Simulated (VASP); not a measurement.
# BP (F-43m) in VASP: a series of runs, part 3 of 4

VASP 6.6.1. The steps go on from the part before.

### Step 4. G0W0 quasiparticle levels, PBE

File POSCAR:

```
BP
1.0
    0.0000000000      2.2690000000      2.2690000000
    2.2690000000      0.0000000000      2.2690000000
    2.2690000000      2.2690000000      0.0000000000
P B
1 1
Direct
    0.7500000000      0.7500000000      0.7500000000
    0.0000000000      0.0000000000      0.0000000000
```

File INCAR.step1:

```
SYSTEM = BP
PREC     = Accurate       ! precision mode
ENCUT    = 450            ! plane-wave cutoff, eV
EDIFF    = 1E-8           ! SCF threshold, eV
ISMEAR   = 0              ! smearing method
SIGMA    = 0.01           ! smearing width, eV
LREAL    = .FALSE.        ! projectors in reciprocal space
LASPH    = .TRUE.         ! aspherical terms in the spheres
NELM     = 100            ! most SCF steps
ALGO     = Normal         ! electronic algorithm
LWAVE    = .TRUE.         ! write WAVECAR
LCHARG   = .FALSE.        ! write CHGCAR
GGA      = PE             ! functional
```

File INCAR.step2:

```
SYSTEM = BP
PREC     = Accurate       ! precision mode
ENCUT    = 450            ! plane-wave cutoff, eV
EDIFF    = 1E-8           ! SCF threshold, eV
ISMEAR   = 0              ! smearing method
SIGMA    = 0.01           ! smearing width, eV
LREAL    = .FALSE.        ! projectors in reciprocal space
LASPH    = .TRUE.         ! aspherical terms in the spheres
NELM     = 1              ! most SCF steps
ALGO     = Exact          ! electronic algorithm
LWAVE    = .TRUE.         ! write WAVECAR
LCHARG   = .FALSE.        ! write CHGCAR
GGA      = PE             ! functional
NBANDS   = 32             ! bands
LOPTICS  = .TRUE.         ! frequency-dependent dielectric function
ISTART   = 1
```

File INCAR.step3:

```
SYSTEM = BP
PREC     = Accurate       ! precision mode
ENCUT    = 450            ! plane-wave cutoff, eV
EDIFF    = 1E-8           ! SCF threshold, eV
ISMEAR   = 0              ! smearing method
SIGMA    = 0.01           ! smearing width, eV
LREAL    = .FALSE.        ! projectors in reciprocal space
LASPH    = .TRUE.         ! aspherical terms in the spheres
ALGO     = EVGW0          ! electronic algorithm
LWAVE    = .FALSE.        ! write WAVECAR
LCHARG   = .FALSE.        ! write CHGCAR
GGA      = PE             ! functional
NELMGW   = 1            
NBANDS   = 32             ! bands
ENCUTGW  = 75             ! cutoff of the response function
NOMEGA   = 48             ! frequency points
PRECFOCK = Fast         
ISTART   = 1            
NBANDSGW = 12
```

File KPOINTS:

```
regular mesh
0
G
  3 3 3
  0 0 0
```

Potentials or basis: VASP PAW PBE potentials, release 64 (P_GW, B_GW).

Started as:

```
$ cat potpaw_PBE.64/P_GW/POTCAR potpaw_PBE.64/B_GW/POTCAR > POTCAR
$ cp INCAR.step1 INCAR
$ mpirun -np 1 vasp_std > vasp.out
$ cp INCAR.step2 INCAR
$ mpirun -np 1 vasp_std > vasp.out
$ cp INCAR.step3 INCAR
$ mpirun -np 1 vasp_std > vasp.out
```

OUTCAR:

```text
SYSTEM = BP
   PREC = Accurate
   ENCUT = 450
   EDIFF = 1E-8
   ISMEAR = 0
   LREAL = .FALSE.
   LASPH = .TRUE.
   GGA = PE
   NELMGW = 1
   ENCUTGW = 75
   PRECFOCK = Fast
   ISTART = 1

 Found      4 irreducible k-points:

 Following reciprocal coordinates:
            Coordinates               Weight
  0.000000  0.000000  0.000000      1.000000
  0.333333  0.000000  0.000000      8.000000
  0.333333  0.333333  0.000000      6.000000
 -0.333333  0.333333  0.000000     12.000000
   k-points           NKPTS =      4   k-points in BZ     NKDIM =     27   number of bands    NBANDS=     32
   number of dos      NEDOS =    301   number of ions     NIONS =      2
   total plane-waves  NPLWV =  13824
   dimension x,y,z NGX =    24 NGY =   24 NGZ =   24
   dimension x,y,z NGXF=    48 NGYF=   48 NGZF=   48
   ions per type =               1   1
   NGX,Y,Z   is equivalent  to a cutoff of  12.43, 12.43, 12.43 a.u.
   NGXF,Y,Z  is equivalent  to a cutoff of  24.87, 24.87, 24.87 a.u.
 SYSTEM =  BP
   PREC   = accura    normal or accurate (medium, high low for compatibility)
   ISTART =      1    job   : 0-new  1-cont  2-samecut
   ICHARG =      0    charge: 1-file 2-atom 10-const
   ISPIN  =      1    spin polarized calculation?
   LNONCOLLINEAR =      F non collinear calculations
   LSORBIT =      F    spin-orbit coupling
   LASPH  =      T    aspherical Exc in radial PAW
   ENCUT  =  450.0 eV  33.07 Ry    5.75 a.u.   5.55  5.55  5.55*2*pi/ulx,y,z
   NELM   =     60;   NELMIN=  2; NELMDL=  0     # of ELM steps
   EDIFF  = 0.1E-07   stopping-criterion for ELM
   LREAL  =      F    real-space projection
   EDIFFG = 0.1E-06   stopping-criterion for IOM
   NSW    =      0    number of steps for IOM
   IBRION =     -1    ionic relax: 0-MD 1-quasi-New 2-CG
   NFREE  =      0    steps in history (QN), initial steepest desc. (CG)
   ISIF   =      0    stress and relaxation
   ISYM   =      3    0-nonsym 1-usesym 2-fastsym
   POTIM  = 0.5000    time-step for ionic-motion
   TEBEG  =    0.0;   TEEND  =   0.0 temperature during run
   PSTRESS=    0.0 pullay stress
   NELECT =       8.0000    total number of electrons
   NUPDOWN=      -1.0000    fix difference up-down
   EMIN   =  10.00;   EMAX   =-10.00  energy-range for DOS
   EFERMI =   0.00;   METHOD = LEGACY
   ISMEAR =     0;   SIGMA  =   0.01  broadening in eV -4-tet -1-fermi 0-gaus
   EFERMI_NEDOS =   21; number of points for ismear=-14 and -15
   IALGO  =     38    algorithm
   IMIX   =      4    mixing-type and parameters
     AMIX     =   0.40;   BMIX     =  1.00
     AMIX_MAG =   1.60;   BMIX_MAG =  1.00
  volume/ion in A,a.u.               =      11.68        78.83
  Fermi-wavevector in a.u.,A,eV,Ry     =   1.145320  2.164342 17.847562  1.311759
  Thomas-Fermi vector in A             =   2.282009
   LORBIT       =      0    0 simple, 1 ext, 2 COOP (PROOUT), +10 PAW based schemes
   GGA     = PE    functional components
   LHFCALC =     T    Hartree Fock is set to
   PRECFOCK=fast      Normal, Fast or Accurate (Low or Medium for compatibility)
   ENCUT4O =  -1.0   cutoff for four orbital integrals eV
   NKREDX  =     1    reduce k-point grid by
   NKREDY  =     1    reduce k-point grid by
   NKREDZ  =     1    reduce k-point grid by
   AEXX    =    1.0000 exact exchange contribution
   HFSCREEN=    0.0000 screening length (either q_TF or 0.3 A-1)
   HFSCREENC=   0.0000 screening length for correlation (either q_TF or 0.3 A-1)
   ENCUTFOCK=  -1.0 apply spherical cutoff to Coloumb kernel
   IVDW    =     0    specifies the selected vdW correction
   LEPSILON=     F    determine dielectric tensor
   LRPA    =     F    only Hartree local field effects (RPA)
   LRPAFORCE           =     F    calculate RPA forces
   ENCUTGW             =  75.0    cutoff for response function in eV
   ENCUTGWSOFT         =  60.0    soft cutoff for Coulomb kernel in GW response function in eV
   ENCUTLF             =  -1.0    cutoff for local field effects
   NELMGW              =     1    number of iterations in solving QP/BSE equation
   NELMHF              =     1    number of iterations in the inner HF iteration
   NKREDLFX            =     1    NKREDLFY  =   1   NKREDLFZ  =   1
 non-spin polarized calculation
 Gauss-broadening in eV      SIGMA  =   0.01
  energy-cutoff  :      450.00
  volume of cell :       23.36
 maximum number of plane-waves:       531
 NGX is ok and might be reduce to    24
  NGX = 14; NGY = 14; NGZ = 14
   NGX = 11   NGY = 11   NGZ = 11
 maximum number of plane-waves:        39
 NGX is ok and might be reduce to    10

 QP shifts <psi_nk| G(iteration)W_0 |psi_nk>: iteration 1
 for sc-GW calculations column KS-energies equals QP-energies in previous step
 and V_xc(KS)=  KS-energies - (<T + V_ion + V_H > + <T+V_H+V_ion>^1  + <V_x>^1)

 k-point   1 :       0.0000    0.0000    0.0000
  band No.  KS-energies  QP-energies   sigma(KS)   V_xc(KS)     V^pw_x(r,r')   Z            occupation Imag(sigma)

      1      -8.2562      -8.7524     -12.7253     -12.0443     -20.4104       0.7286       2.0000       1.4990
      2       7.2423       7.2455     -13.3282     -13.3323     -15.6940       0.7927       2.0000       0.0814
      3       7.2423       7.2455     -13.3282     -13.3323     -15.6940       0.7927       2.0000       0.0814
      4       7.2423       7.2455     -13.3282     -13.3323     -15.6940       0.7927       2.0000       0.0814
      5      10.5996      11.3347     -11.1165     -12.0587      -6.6990       0.7802       0.0000      -0.1120
      6      10.5996      11.3347     -11.1165     -12.0587      -6.6990       0.7802       0.0000      -0.1120
      7      10.5996      11.3347     -11.1165     -12.0587      -6.6990       0.7802       0.0000      -0.1120
      8      14.6211      15.4868     -11.6224     -12.7388      -5.8616       0.7754       0.0000      -0.2579
      9      18.7364      18.8638      -9.1839      -9.3455      -3.2088       0.7886       0.0000      -0.4078
     10      19.2001      20.1517     -10.5139     -11.7529      -4.8887       0.7680       0.0000      -0.2692
     11      19.2001      20.1517     -10.5139     -11.7529      -4.8887       0.7680       0.0000      -0.2692
     12      22.8563      23.3119      -9.2919      -9.8669      -2.7229       0.7924       0.0000      -0.7830
[... 36 lines left out ...]
      1      -3.8247      -4.1766     -13.1900     -12.7142     -19.3027       0.7396       2.0000       0.7503
      2      -0.6121      -1.0416     -13.0853     -12.5124     -17.8964       0.7496       2.0000       0.4186
      3       0.8718       0.4653     -12.1609     -11.6314     -15.7545       0.7676       2.0000       0.2240
      4       4.1665       3.9560     -12.9665     -12.6946     -16.0028       0.7741       2.0000       0.1252
      5       9.8351      10.3264     -10.2910     -10.9091      -5.8143       0.7947       0.0000      -0.1039
      6      15.4335      16.1556     -10.6626     -11.5956      -5.2861       0.7740       0.0000      -0.2283
      7      15.7422      16.7088     -11.0917     -12.3392      -5.3371       0.7748       0.0000      -0.2929
      8      16.9753      17.8866     -11.2923     -12.4877      -5.3046       0.7623       0.0000      -0.3321
      9      17.6280      18.5125     -10.9881     -12.1376      -5.1107       0.7694       0.0000      -0.3280
     10      18.8698      19.6656     -10.3557     -11.3649      -4.7725       0.7886       0.0000      -0.3522
     11      25.9044      26.8134     -10.8583     -12.0791      -3.4867       0.7446       0.0000      -0.9118
     12      27.2862      27.7866      -9.5015     -10.1504      -2.6179       0.7712       0.0000      -0.9643
```

OUTCAR.step1:

```text
SYSTEM = BP
   PREC = Accurate
   ENCUT = 450
   EDIFF = 1E-8
   ISMEAR = 0
   LREAL = .FALSE.
   LASPH = .TRUE.
[... 151 lines left out ...]
      3.40350      3.40350      3.40350        -0.000000     -0.000000      0.000000
      0.00000      0.00000      0.00000         0.000000      0.000000     -0.000000
 -----------------------------------------------------------------------------------
    total drift:                               -0.000000     -0.000000     -0.000000

  FREE ENERGIE OF THE ION-ELECTRON SYSTEM (eV)
  ---------------------------------------------------
  free  energy   TOTEN  =       -12.2920936089 eV

  energy  without entropy=      -12.2920936089  energy(sigma->0) =      -12.29209361
```

It used 11 s of CPU time on 1 thread of Intel(R) Xeon(R) Platinum 8559C (Emerald Rapids) (shared host), which was overloaded at the time.

The run converged, but some of its settings lie outside the range that counts as converged, so its numbers aren't taken as properties of the crystal.

What came out:

| Quantity | Value |
| --- | --- |
| Band gap on the k mesh, mean-field level | 1.34 eV, indirect (least direct gap 3.36 eV) |
| Quasiparticle gap | 1.80 eV |
| Least direct quasiparticle gap | 4.09 eV |

Caveat: the k mesh is coarse (spacing up to 0.80 Å⁻¹), so the values aren't converged; bands, screening cutoff and mesh are small and nothing is extrapolated, so the quasiparticle values aren't converged; an odd mesh through Γ misses points on the zone boundary, where band edges often lie.

### Step 5. G0W0 quasiparticle levels, PBE

POSCAR is that of step 4.

INCAR.step1 is that of step 4.

INCAR.step2, as its differences from that of step 4:

```diff
@@ -13,3 +13,3 @@
 GGA      = PE             ! functional
-NBANDS   = 32             ! bands
+NBANDS   = 18             ! bands
 LOPTICS  = .TRUE.         ! frequency-dependent dielectric function
```

INCAR.step3, as its differences from that of step 4:

```diff
@@ -13,4 +13,4 @@
 NELMGW   = 1            
-NBANDS   = 32             ! bands
-ENCUTGW  = 75             ! cutoff of the response function
+NBANDS   = 18             ! bands
+ENCUTGW  = 200            ! cutoff of the response function
 NOMEGA   = 48             ! frequency points
```

KPOINTS is that of step 4.

Potentials or basis: VASP PAW PBE potentials, release 64 (P_GW, B_GW).

Started as:

```
$ cat potpaw_PBE.64/P_GW/POTCAR potpaw_PBE.64/B_GW/POTCAR > POTCAR
$ cp INCAR.step1 INCAR
$ mpirun -np 1 vasp_std > vasp.out
$ cp INCAR.step2 INCAR
$ mpirun -np 1 vasp_std > vasp.out
$ cp INCAR.step3 INCAR
$ mpirun -np 1 vasp_std > vasp.out
```

OUTCAR:

```text
SYSTEM = BP
   PREC = Accurate
   ENCUT = 450
   EDIFF = 1E-8
   ISMEAR = 0
   LREAL = .FALSE.
   LASPH = .TRUE.
   GGA = PE
   NELMGW = 1
   ENCUTGW = 200
   PRECFOCK = Fast
   ISTART = 1

 Found      4 irreducible k-points:

 Following reciprocal coordinates:
            Coordinates               Weight
[... 85 lines left out ...]
      1      -8.2562      -8.6133     -12.5328     -12.0443     -20.4104       0.7309       2.0000       1.5863
      2       7.2423       7.4429     -13.0794     -13.3323     -15.6940       0.7934       2.0000       0.0991
      3       7.2423       7.4429     -13.0794     -13.3323     -15.6940       0.7934       2.0000       0.0991
      4       7.2423       7.4429     -13.0794     -13.3323     -15.6940       0.7934       2.0000       0.0991
      5      10.5996      11.6636     -10.7006     -12.0587      -6.6990       0.7835       0.0000      -0.1016
      6      10.5996      11.6636     -10.7006     -12.0587      -6.6990       0.7835       0.0000      -0.1016
      7      10.5996      11.6636     -10.7006     -12.0587      -6.6990       0.7835       0.0000      -0.1016
      8      14.6211      15.7424     -11.2831     -12.7388      -5.8616       0.7703       0.0000      -0.2687
      9      18.7364      19.2882      -8.6493      -9.3455      -3.2088       0.7926       0.0000      -0.4076
     10      19.2001      20.6723      -9.8537     -11.7529      -4.8887       0.7751       0.0000      -0.2836
     11      19.2001      20.6723      -9.8537     -11.7529      -4.8887       0.7751       0.0000      -0.2836
     12      22.8563      23.9059      -8.5517      -9.8669      -2.7229       0.7981       0.0000      -0.8051
[... 36 lines left out ...]
      1      -3.8247      -4.0678     -13.0415     -12.7142     -19.3027       0.7427       2.0000       0.7958
      2      -0.6121      -0.9091     -12.9092     -12.5124     -17.8964       0.7486       2.0000       0.4655
      3       0.8718       0.6471     -11.9246     -11.6314     -15.7545       0.7662       2.0000       0.2562
      4       4.1665       4.1392     -12.7297     -12.6946     -16.0028       0.7752       2.0000       0.1498
      5       9.8351      10.6507      -9.8874     -10.9091      -5.8143       0.7983       0.0000      -0.0951
      6      15.4335      16.5516     -10.1621     -11.5956      -5.2861       0.7800       0.0000      -0.2360
      7      15.7422      17.1174     -10.5724     -12.3392      -5.3371       0.7784       0.0000      -0.3064
      8      16.9753      18.2545     -10.8140     -12.4877      -5.3046       0.7643       0.0000      -0.3503
      9      17.6280      18.9121     -10.4773     -12.1376      -5.1107       0.7733       0.0000      -0.3463
     10      18.8698      20.1608      -9.7447     -11.3649      -4.7725       0.7969       0.0000      -0.3664
     11      25.9044      27.3731     -10.1389     -12.0791      -3.4867       0.7570       0.0000      -0.9727
     12      27.2862      28.5318      -8.5699     -10.1504      -2.6179       0.7881       0.0000      -1.0078
```

OUTCAR.step1:

```text
SYSTEM = BP
   PREC = Accurate
   ENCUT = 450
   EDIFF = 1E-8
   ISMEAR = 0
   LREAL = .FALSE.
   LASPH = .TRUE.
[... 151 lines left out ...]
      3.40350      3.40350      3.40350        -0.000000     -0.000000      0.000000
      0.00000      0.00000      0.00000         0.000000      0.000000     -0.000000
 -----------------------------------------------------------------------------------
    total drift:                               -0.000000     -0.000000     -0.000000

  FREE ENERGIE OF THE ION-ELECTRON SYSTEM (eV)
  ---------------------------------------------------
  free  energy   TOTEN  =       -12.2920936089 eV

  energy  without entropy=      -12.2920936089  energy(sigma->0) =      -12.29209361
```

OUTCAR.step2:

```text
SYSTEM = BP
   PREC = Accurate
   ENCUT = 450
   EDIFF = 1E-8
[... 519 lines left out ...]
  --------------------------------------------------------------------------------------------------------------
     0.00000    18.78421    18.78421    18.78421    -0.00000    -0.00000     0.00000
     0.55115    19.01931    19.01931    19.01931    -0.00000    -0.00000     0.00000
     1.10230    19.78505    19.78505    19.78505    -0.00000    -0.00000     0.00000
     1.65345    21.28298    21.28298    21.28298    -0.00000    -0.00000     0.00000
     2.20460    24.09755    24.09755    24.09755    -0.00000    -0.00000     0.00000
     2.75575    30.54040    30.54040    30.54040    -0.00000    -0.00000     0.00000
[... 92 lines left out ...]
    54.01279     0.79179     0.79179     0.79179     0.00000     0.00000    -0.00000
    54.56395     0.79617     0.79617     0.79617     0.00000     0.00000    -0.00000
```

It used 8 s of CPU time on 1 thread of Intel(R) Xeon(R) Platinum 8559C (Emerald Rapids) (shared host), which was overloaded at the time.

The run converged, but some of its settings lie outside the range that counts as converged, so its numbers aren't taken as properties of the crystal.

What came out:

```yaml
Band_gap_on_the_k_mesh_mean-field_level: 1.34 eV, indirect (least direct gap 3.36 eV)
Quasiparticle_gap: 1.91 eV
Least_direct_quasiparticle_gap: 4.22 eV
```

Caveat: the k mesh is coarse (spacing up to 0.80 Å⁻¹), so the values aren't converged; bands, screening cutoff and mesh are small and nothing is extrapolated, so the quasiparticle values aren't converged; an odd mesh through Γ misses points on the zone boundary, where band edges often lie.

(Continued in part 4 of 4.)
